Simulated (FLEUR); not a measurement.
# TiAl (Pm-3m) in FLEUR: further runs

Runs on TiAl. Level: PBEsol. Tasks: single point.

All numbers are computed with FLEUR MaX-R8.1 (later development tree); they aren't measurements. Logs are shortened: lines on timing, memory, paths and dates and some standing lists are left out, and cuts for length are marked.

## 1. The structure

It takes space group Pm-3m (No. 221, cubic). Conventional cell: a = 3.179 Å, b = 3.179 Å, c = 3.179 Å, α = 90.00°, β = 90.00°, γ = 90.00°. Ti (site symmetry m-3m) has 8 Al at 2.75 Å as nearest neighbours. Al (site symmetry m-3m) is surrounded by 8 Ti at 2.75 Å.

The cell comes from a database or a generator and needn't be the stable form of this composition.

## 2. Single point, PBEsol

Input file inp.xml:

```xml
<?xml version="1.0" encoding="UTF-8" standalone="no"?>
<fleurInput fleurInputVersion="0.39">
   <comment>
      TiAl                                                                                                
   </comment>
   <calculationSetup>
      <cutoffs Kmax="4.47" Gmax="13.9" GmaxXC="13.9" numbands="0"/>
      <scfLoop itmax="60" minDistance="0.00001" maxIterBroyd="15" imix="Anderson" alpha="0.05" precondParam="0.0" spinf="2.0" sdNocoIR="T"/>
      <coreElectrons ctail="T" frcor="F" kcrel="0" coretail_lmax="0"/>
      <xcFunctional name="PBEs" relativisticCorrections="F"/>
      <magnetism jspins="1"/>
      <soc l_soc="F" theta="0.0" phi="0.0" spav="F"/>
      <expertModes spex="0" secvar="F"/>
      <geometryOptimization l_f="T" forcealpha="1.0" forcemix="BFGS" epsdisp="0.0005" epsforce="0.0002"/>
      <ldaU l_linMix="F" mixParam="0.05" spinf="1.0"/>
   </calculationSetup>
   <cell>
      <bzIntegration valenceElectrons="23.0" mode="hist" fermiSmearingEnergy="0.00183747">
         <kPointListSelection listName="default-1"/>
         <!-- k-points included here -->
         <xi:include xmlns:xi="http://www.w3.org/2001/XInclude" href="kpts.xml"> </xi:include>
      </bzIntegration>
      <!-- symmetry operations included here -->
      <xi:include xmlns:xi="http://www.w3.org/2001/XInclude" href="sym.xml"> </xi:include>
      <bulkLattice scale="1.0">
         <bravaisMatrix>
            <row-1>    6.0075602925753735     0.0000000000000000     0.0000000000000000</row-1>
            <row-2>    0.0000000000000000     6.0075602925753735     0.0000000000000000</row-2>
            <row-3>    0.0000000000000000     0.0000000000000000     6.0075602925753735</row-3>
         </bravaisMatrix>
      </bulkLattice>
   </cell>
   <atomSpecies>
      <species name="Titanium (Ti)" element="Ti" atomicNumber="22">
         <mtSphere radius="2.48" gridPoints="847" logIncrement="0.014"/>
         <atomicCutoffs lmax="10" lnonsphr="10"/>
         <electronConfig flipSpins="F">
            <coreConfig>(1s1/2) (2s1/2) (2p1/2) (2p3/2)</coreConfig>
            <valenceConfig>(3s1/2) (3p1/2) (3p3/2) (4s1/2) (3d3/2) (3d5/2)</valenceConfig>
            <stateOccupation state="(3d3/2)" spinUp="0.400000" spinDown="0.400000"/>
            <stateOccupation state="(3d5/2)" spinUp="0.600000" spinDown="0.600000"/>
         </electronConfig>
         <energyParameters s="4" p="4" d="3" f="4"/>
         <lo type="SCLO" l="0" n="3" eDeriv="0"/>
         <lo type="SCLO" l="1" n="3" eDeriv="0"/>
         <lo type="SCLO" l="1" n="3" eDeriv="1"/>
         <lo type="SCLO" l="2" n="3" eDeriv="2"/>
         <lo type="SCLO" l="3" n="4" eDeriv="2"/>
      </species>
      <species name="Aluminum (Al)" element="Al" atomicNumber="13">
         <mtSphere radius="2.19" gridPoints="747" logIncrement="0.015"/>
         <atomicCutoffs lmax="9" lnonsphr="9"/>
         <electronConfig flipSpins="F">
            <coreConfig>(1s1/2)</coreConfig>
            <valenceConfig>(2s1/2) (2p1/2) (2p3/2) (3s1/2) (3p1/2) (3p3/2)</valenceConfig>
            <stateOccupation state="(3p1/2)" spinUp="0.166667" spinDown="0.166667"/>
            <stateOccupation state="(3p3/2)" spinUp="0.333333" spinDown="0.333333"/>
         </electronConfig>
         <energyParameters s="3" p="3" d="3" f="4"/>
         <lo type="SCLO" l="0" n="2" eDeriv="0"/>
         <lo type="SCLO" l="1" n="2" eDeriv="0"/>
         <lo type="SCLO" l="2" n="3" eDeriv="2"/>
         <lo type="SCLO" l="3" n="4" eDeriv="2"/>
      </species>
   </atomSpecies>
   <atomGroups>
      <atomGroup species="Titanium (Ti)">
         <relPos label="                   1">.0000000000 .0000000000 .0000000000</relPos>
         <force calculate="T" relaxXYZ="TTT"/>
      </atomGroup>
      <atomGroup species="Aluminum (Al)">
         <relPos label="                   2">1.000/2.000 1.000/2.000 1.000/2.000</relPos>
         <force calculate="T" relaxXYZ="TTT"/>
      </atomGroup>
   </atomGroups>
   <output dos="F" band="F" slice="F">
      <checks vchk="F" cdinf="F"/>
      <bandDOS minEnergy="-.5*Htr" maxEnergy="0.5*Htr" sigma="0.015" storeEVData="T"/>
      <vacuumDOS vacdos="F" integ="F" star="F" nstars="0" locx1="0.0" locy1="0.0" locx2="0.0" locy2="0.0" nstm="0" tworkf="0.0"/>
      <unfoldingBand unfoldBand="F" supercellX="1" supercellY="1" supercellZ="1"/>
      <plotting iplot="0" polar="F">
         <plot TwoD="T" vec1="  1.0  0.0  0.0" vec2="  0.0  1.0  0.0" vec3="  0.0  0.0  1.0" zero="  0.0  0.0  0.0" file="plot"/>
      </plotting>
      <chargeDensitySlicing numkpt="0" minEigenval="0.0" maxEigenval="0.0" nnne="0" pallst="F"/>
      <specialOutput eonly="F"/>
      <moessbauerParams electricFieldGradient="T" isomerShift="T" coreHyperfine="T" valenceHyperfine="T"/>
      <magneticCircularDichroism mcd="F" energyLo="-10.0" energyUp="0.0"/>
   </output>
  <!-- We include the file relax.xml here to enable relaxations (see documentation) -->
  <xi:include xmlns:xi="http://www.w3.org/2001/XInclude" href="relax.xml"> <xi:fallback/> </xi:include>
</fleurInput>
```

Input file crystal.txt:

```
TiAl
&input cartesian=F /
3.1790640000  0.0000000000  0.0000000000
0.0000000000  3.1790640000  0.0000000000
0.0000000000  0.0000000000  3.1790640000
1.8897261246
1.0 1.0 1.0

2
22 0.0000000000  0.0000000000  0.0000000000
13 0.5000000000  0.5000000000  0.5000000000

&kpt div1=8 div2=8 div3=8 gamma=T /
```

Potentials or basis: all-electron, FLAPW.

Command:

```bash
$ inpgen -f crystal.txt -profile fastHighL
$ # inp.xml edited to the form shown
$ fleur_MPI
```

The log of the run:

```text
Welcome to FLEUR        (www.flapw.de)
      MaX-Release 8.1          (www.max-centre.eu)

 ========== k-point set info ==========
 Selected k-point list: default-1
 k-point list type: mesh
 8 x 8 x 8
 Number of k points: 35

 ------------Calculation Setup---------------------------
 Number of MPI-tasks      :            1
 Number of PE/node        :            1
 Number of OMP-threads    :            1
 Most efficient MPI parallelization for:
           1           5           7          35
 Additional eigenvalue parallelization possible
 Number of basis functions:          411
 Approximate size of matrices (H+S) per k-point:         0.003 GB
 --------------------------------------------------------
 Iteration:     1   Distance:       6.54866172 me/bohr^3
 Iteration:     2   Distance:       6.01963405 me/bohr^3
 Iteration:     3   Distance:       3.42533946 me/bohr^3
 Iteration:     4   Distance:       1.63268240 me/bohr^3
 Iteration:     5   Distance:       1.08959377 me/bohr^3
 Iteration:     6   Distance:       0.12039586 me/bohr^3
 Iteration:     7   Distance:       0.12085332 me/bohr^3
 Iteration:     8   Distance:       0.03976208 me/bohr^3
 Iteration:     9   Distance:       0.01630875 me/bohr^3
 Iteration:    10   Distance:       0.01006829 me/bohr^3
 Iteration:    11   Distance:       0.00037223 me/bohr^3
 Iteration:    12   Distance:       0.00046800 me/bohr^3
 Iteration:    13   Distance:       0.00001332 me/bohr^3
 Iteration:    14   Distance:       0.00001336 me/bohr^3
 Iteration:    15   Distance:       0.00000049 me/bohr^3

 ********************************************************************
 Run finished successfully
 Stop message:
   Structural relaxation: Done
 ********************************************************************
```

out.xml (last iteration):

```text
<iteration numberForCurrentRun="   16" overallNumber="   16">
         <energyParameters units="Htr">
            <atomicEP atomType="1" spin="1" branch="4s" branchLowest="-1.73" branchHighest="1.99" value="0.2129185312"/>
            <atomicEP atomType="1" spin="1" branch="4p" branchLowest="-0.83" branchHighest="2.47" value="0.3245626716"/>
            <atomicEP atomType="1" spin="1" branch="3d" branchLowest="-9.99" branchHighest="0.56" value="0.3343403318"/>
            <atomicEP atomType="1" spin="1" branch="4f" branchLowest="-9.99" branchHighest="2.93" value="0.6087152858"/>
            <loAtomicEP atomType="1" spin="1" branch="3s" branchLowest="-19.16" branchHighest="-1.73" value="-1.7468551387"/>
            <loAtomicEP atomType="1" spin="1" branch="3p" branchLowest="-15.76" branchHighest="-0.83" value="-0.8796627285"/>
            <loAtomicEP atomType="1" spin="1" branch="3p" branchLowest="-15.76" branchHighest="-0.83" value="-0.8796627285"/>
            <loAtomicEP atomType="1" spin="1" branch="3d" branchLowest="-9.99" branchHighest="0.56" value="0.3339728994"/>
            <loAtomicEP atomType="1" spin="1" branch="4f" branchLowest="-9.99" branchHighest="2.93" value="0.6087173987"/>
            <atomicEP atomType="2" spin="1" branch="3s" branchLowest="-3.43" branchHighest="1.51" value="0.0929628975"/>
            <atomicEP atomType="2" spin="1" branch="3p" branchLowest="-2.02" branchHighest="1.94" value="0.2432677454"/>
            <atomicEP atomType="2" spin="1" branch="3d" branchLowest="-9.99" branchHighest="2.19" value="0.4171843492"/>
            <atomicEP atomType="2" spin="1" branch="4f" branchLowest="-9.99" branchHighest="4.22" value="0.5833022242"/>
            <loAtomicEP atomType="2" spin="1" branch="2s" branchLowest="-54.87" branchHighest="-3.43" value="-3.4345214701"/>
            <loAtomicEP atomType="2" spin="1" branch="2p" branchLowest="-9.99" branchHighest="-2.02" value="-2.0262251463"/>
            <loAtomicEP atomType="2" spin="1" branch="3d" branchLowest="-9.99" branchHighest="2.19" value="0.4171843366"/>
            <loAtomicEP atomType="2" spin="1" branch="4f" branchLowest="-9.99" branchHighest="4.22" value="0.5833055801"/>
         </energyParameters>
         <eigenvalues>
            <eigenvaluesAt spin="1" ikpt="1" k_x="0.00000000" k_y="0.00000000" k_z="0.00000000">
                      -3.4345232595       -2.0261132742       -2.0261132742       -2.0261132742       -1.7476763198
                      -0.8771354861       -0.8771354861       -0.8771354861       -0.0065895595        0.2810378405
                       0.2810378405        0.3997433690        0.3997433690        0.3997433690        0.4957280424
                       0.4957280424        0.4957280424        0.6592072880
            </eigenvaluesAt>
            <eigenvaluesAt spin="1" ikpt="2" k_x="0.00000000" k_y="0.00000000" k_z="0.12500000">
                      -3.4345223249       -2.0261306069       -2.0261118491       -2.0261118491       -1.7475931933
                      -0.8780849785       -0.8770536185       -0.8770536185        0.0025531222        0.2754842680
[... 38 lines left out ...]
            <totalCharge value="35.0000000001"/>
         </allElectronCharges>
         <moessbauerParams unitsHFF="kG" unitsIS="e/bohr^3" unitsEFG="Htr/bohr^2">
            <coreIsomerShift atomType="1" isTotal="8401.83700">
               <shell n="1" l="0" isomerShift="7719.46976"/>
               <shell n="2" l="0" isomerShift="679.84115"/>
               <shell n="2" l="1" isomerShift="2.52609"/>
            </coreIsomerShift>
            <coreIsomerShift atomType="2" isTotal="1397.29130">
               <shell n="1" l="0" isomerShift="1397.29130"/>
            </coreIsomerShift>
            <isomerShift atomType="1" nucleusRadius="0.0000858" averageDensity="8498.74949"/>
            <isomerShift atomType="2" nucleusRadius="0.0000708" averageDensity="1495.87967"/>
            <electricFieldGradient atomType="1" VXX="0.00000" VYY="0.00000" VZZ="0.00000" asymParam="0.00000">
            </electricFieldGradient>
            <electricFieldGradient atomType="2" VXX="0.00000" VYY="0.00000" VZZ="0.00000" asymParam="0.00000">
            </electricFieldGradient>
         </moessbauerParams>
         <totalEnergy                                    value="    -1095.2374720201" units="Htr">
            <sumOfEigenvalues                            value="     -625.1746377959">
               <coreElectrons value="-598.9204501821"/>
               <valenceElectrons value="-26.2541876138"/>
            </sumOfEigenvalues>
            <densityCoulombPotentialIntegral value="-1651.2370449543"/>
            <densityEffectivePotentialIntegral value="-1728.8593956469"/>
            <chargeDenXCDenIntegral value="-59.3996296045"/>
            <FockExchangeEnergyValence value="0.0000000000"/>
            <FockExchangeEnergyCore value="0.0000000000"/>
            <atomTypeDependentContributions atomType="1">
               <electronNucleiInteractionDifferentMTs value="1011.2191108919"/>
               <MadelungTerm value="-9.3654370906"/>
            </atomTypeDependentContributions>
            <atomTypeDependentContributions atomType="2">
               <electronNucleiInteractionDifferentMTs value="286.7532497617"/>
               <MadelungTerm value="-6.5662800451"/>
            </atomTypeDependentContributions>
            <tkbTimesEntropy value="0.0008580986"/>
            <freeEnergy value="-1095.2383301187"/>
            <extrapolationTo0K value="-1095.2379010694"/>
         </totalEnergy>
         <totalForcesOnRepresentativeAtoms units="Htr/bohr">
            <forceTotal atomType="1" x="0.000000" y="0.000000" z="0.000000" F_x="0.00000000" F_y="0.00000000" F_z="0.00000000"/>
            <forceTotal atomType="2" x="3.003780" y="3.003780" z="3.003780" F_x="0.00000000" F_y="0.00000000" F_z="0.00000000"/>
         </totalForcesOnRepresentativeAtoms>
      </iteration>
```

Run time: 59 s. Hardware: 1 thread of Arm Neoverse V1, shared host; peak memory 0.07 GiB.

What came out:

| Quantity | Value |
| --- | --- |
| Free energy | -29802.9532 eV |
| Band gap on the k mesh | none (metal or under the smearing width) |
| Valence electrons inside the program's atomic spheres | Ti 10.57; Al 9.27 (radii Ti 2.48, Al 2.19 bohr) |

Core levels (eV from the Fermi level):
```tsv
atom	levels
1 Ti	1s1/2 -4856.3, 2s1/2 -530.4, 2p1/2 -441.9, 2p3/2 -436.2
2 Al	1s1/2 -1502.2
```

## 3. Single point, PBEsol (atoms moved at random, drawn with an rms of 0.05 Å)

inp.xml: that of step 2 with these lines changed.

```diff
@@ -34,3 +34,3 @@
       <species name="Titanium (Ti)" element="Ti" atomicNumber="22">
-         <mtSphere radius="2.48" gridPoints="847" logIncrement="0.014"/>
+         <mtSphere radius="2.48" gridPoints="839" logIncrement="0.014"/>
          <atomicCutoffs lmax="10" lnonsphr="10"/>
@@ -50,3 +50,3 @@
       <species name="Aluminum (Al)" element="Al" atomicNumber="13">
-         <mtSphere radius="2.19" gridPoints="747" logIncrement="0.015"/>
+         <mtSphere radius="2.19" gridPoints="741" logIncrement="0.015"/>
          <atomicCutoffs lmax="9" lnonsphr="9"/>
@@ -67,3 +67,3 @@
       <atomGroup species="Titanium (Ti)">
-         <relPos label="                   1">.0000000000 .0000000000 .0000000000</relPos>
+         <relPos label="                   1">-.0011440000 .0075800000 .0017040000</relPos>
          <force calculate="T" relaxXYZ="TTT"/>
@@ -71,3 +71,3 @@
       <atomGroup species="Aluminum (Al)">
-         <relPos label="                   2">1.000/2.000 1.000/2.000 1.000/2.000</relPos>
+         <relPos label="                   2">-.4906950000 -.4935165000 -.4993925000</relPos>
          <force calculate="T" relaxXYZ="TTT"/>
```

crystal.txt: that of step 2 with these lines changed.

```diff
@@ -9,4 +9,4 @@
 2
-22 0.0000000000  0.0000000000  0.0000000000
-13 0.5000000000  0.5000000000  0.5000000000
+22 -0.0011440000  0.0075800000  0.0017040000
+13 0.5093050000  0.5064835000  0.5006075000
```

Potentials or basis: all-electron, FLAPW.

Command:

```bash
$ inpgen -f crystal.txt -profile fastHighL
$ # inp.xml edited to the form shown
$ fleur_MPI
```

It took 11 min on 1 thread of Arm Neoverse V1, shared host; peak memory 0.13 GiB.

It converged, with:

* Free energy: -29802.9497 eV
* Largest force: 0.208 eV/Å
* Band gap on the k mesh: none (metal or under the smearing width)
* Valence electrons inside the program's atomic spheres: Ti 10.57; Al 9.27 (radii Ti 2.48, Al 2.19 bohr)

Forces on the atoms (eV/Å):
```
Ti   0.206 -0.022 -0.022
Al  -0.206  0.022  0.022
```

Levels at points of the mesh, in eV from the Fermi level:
```tsv
k point	band 7	band 8	band 9	band 10	band 11	band 12	band 13	band 14	band 15	band 16
(0.00, 0.00, 0.00)	-32.95	-32.95	-9.26	-1.43	-1.43	1.80	1.80	1.80	4.41	4.41
(0.00, 0.00, 0.50)	-32.93	-32.93	-6.01	-5.19	-0.54	0.14	0.14	2.00	3.02	6.55
(0.00, 0.50, 0.50)	-33.10	-32.92	-5.01	-2.09	-2.09	-1.47	0.70	0.70	2.76	4.71
(0.50, 0.00, 0.00)	-32.93	-32.93	-6.01	-5.18	-0.55	0.14	0.14	2.00	3.02	6.55
(0.50, 0.00, 0.50)	-33.10	-32.92	-5.01	-2.09	-2.09	-1.47	0.70	0.70	2.76	4.71
(0.50, 0.50, 0.50)	-33.08	-33.08	-3.10	-3.09	-3.09	0.64	2.83	2.83	2.91	2.91
```

Core levels (eV from the Fermi level):
```tsv
atom	levels
1 Ti	1s1/2 -4856.3, 2s1/2 -530.4, 2p1/2 -441.9, 2p3/2 -436.2
2 Al	1s1/2 -1502.2
```
